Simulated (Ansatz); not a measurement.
# NbH: the cost of one run

Method: DFT PBE, scalar-relativistic, plane waves, PAW, in Ansatz 0.2.0.

### 1 Starting point

Symmetry: Pm-3m, No. 221, cubic system. Conventional cell: a = 2.782 Å, b = 2.782 Å, c = 2.782 Å, α = 90.00°, β = 90.00°, γ = 90.00°. Nb (site symmetry m-3m) has 8 H at 2.41 Å as nearest neighbours. H (site symmetry m-3m) has 8 Nb at 2.41 Å as nearest neighbours.

Coordinates:

```cif
data_structure
_symmetry_space_group_name_H-M 'P 1'
_symmetry_Int_Tables_number 1
_cell_length_a 2.7816
_cell_length_b 2.7816
_cell_length_c 2.7816
_cell_angle_alpha 90.000
_cell_angle_beta 90.000
_cell_angle_gamma 90.000
_cell_volume 21.52
loop_
_atom_site_label
_atom_site_type_symbol
_atom_site_fract_x
_atom_site_fract_y
_atom_site_fract_z
_atom_site_occupancy
Nb1 Nb 0.00000 0.00000 0.00000 1
H1 H 0.50000 0.50000 0.50000 1
```

This is candidate A: caesium chloride type (Pm-3m, No. 221).

(A quick probe on a coarse mesh, which set the mesh and smearing, is not shown.)

### 3 The relaxation (candidate A)

Contents of input.yaml:

```yaml
crystal:
  lattice:
    - [2.7815801481, 0.0, 0.0]
    - [0.0, 2.7815801481, 0.0]
    - [0.0, 0.0, 2.7815801481]
  atoms:
    - { symbol: Nb, position: [0.0, 0.0, 0.0] }
    - { symbol: H, position: [0.5, 0.5, 0.5] }
basis:
  ecutwfc: 420
kpoints:
  mp_grid: { grid: [20, 20, 20] }
hamiltonian:
  xc: pbe
scf:
  occupations: { method: gaussian, width: 0.1 }
output:
  forces: true
  stress: true
  eigenvalues: true
relax:
  adjacent_minimum: "off"
  f_tol: 0.01
  max_steps: 80
  cell: { stress_tol: 0.05 }
```

Started as:

```sh
> ansatz run input.yaml --threads 1 --pin off --max-ram 2560MiB --backend cpu --events-out ev --progress --plain --runs-dir out
```

Q: Estimate wall time and peak memory on 1 thread of Intel Xeon 6975P-C (Granite Rapids), shared host.

About 10 s, with a peak of 0.41 GiB.
